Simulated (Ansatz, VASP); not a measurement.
# One calculation of NaF (Villiaumite), two programs

INCAR

```
ALGO = Normal ; EDIFF = 1E-7
ENCUT = 520 ; GGA = PE
ISIF = 2 ; ISMEAR = -1
LASPH = True ; LCHARG = False
LREAL = False ; LWAVE = False
NBANDS = 14 ; NELM = 100
PREC = Accurate ; SIGMA = 0.05
```

File KPOINTS:

```
k-points
0
Gamma
  10 10 10
```

POSCAR

```
NaF
1.0
    0.0000000000      2.2726397722      2.2726397722
    2.2726397722      0.0000000000      2.2726397722
    2.2726397722      2.2726397722      0.0000000000
Na F
1 1
Direct
    0.0000000000      0.0000000000      0.0000000000
    0.5000000000      0.5000000000      0.5000000000
```

input.yaml

```yaml
crystal:
  lattice:
    - [0.0, 2.2726397722, 2.2726397722]
    - [2.2726397722, 0.0, 2.2726397722]
    - [2.2726397722, 2.2726397722, 0.0]
  atoms:
    - { symbol: Na, position: [0.0, 0.0, 0.0] }
    - { symbol: F, position: [0.5, 0.5, 0.5] }
hamiltonian:
  xc: pbe
  pseudopotentials: { kind: paw }
kpoints:
  mp_grid: { grid: [10, 10, 10] }
scf:
  occupations: { method: fermi_dirac, width: 0.05 }
output:
  forces: true
  stress: true
  eigenvalues: true
  write_density: true
  write_potential: true
  elf: true
  volumetric_format: npy
```

Change from the starting cell: volume scaled by 0.94.

Alike in both runs: task single point; functional PBE; k mesh 10 × 10 × 10; occupations fermi-dirac, width 0.05 eV; no spin polarisation.

```csv
,VASP,Ansatz
version,VASP 6.6.1,Ansatz 0.2.0
potentials or method,"VASP PAW PBE potentials, release 64 (Na_pv, F)",Ansatz PAW
plane-wave cutoff (eV),520,420
valence electrons in the cell,14,16
```

```csv
,VASP,Ansatz,Ansatz less VASP
gap on the k mesh at the Fermi level (eV),6.62,6.64,+0.017
least direct gap on the mesh (eV),6.62,6.64,+0.017
pressure (GPa),5.7,5.7,+0.05
```

The two sets of potentials don't hold the same shells in valence.

Caveats: the pressure holds a Pulay correction of +0.5 GPa for the finite cutoff (Ansatz). A k mesh can miss the band edges.
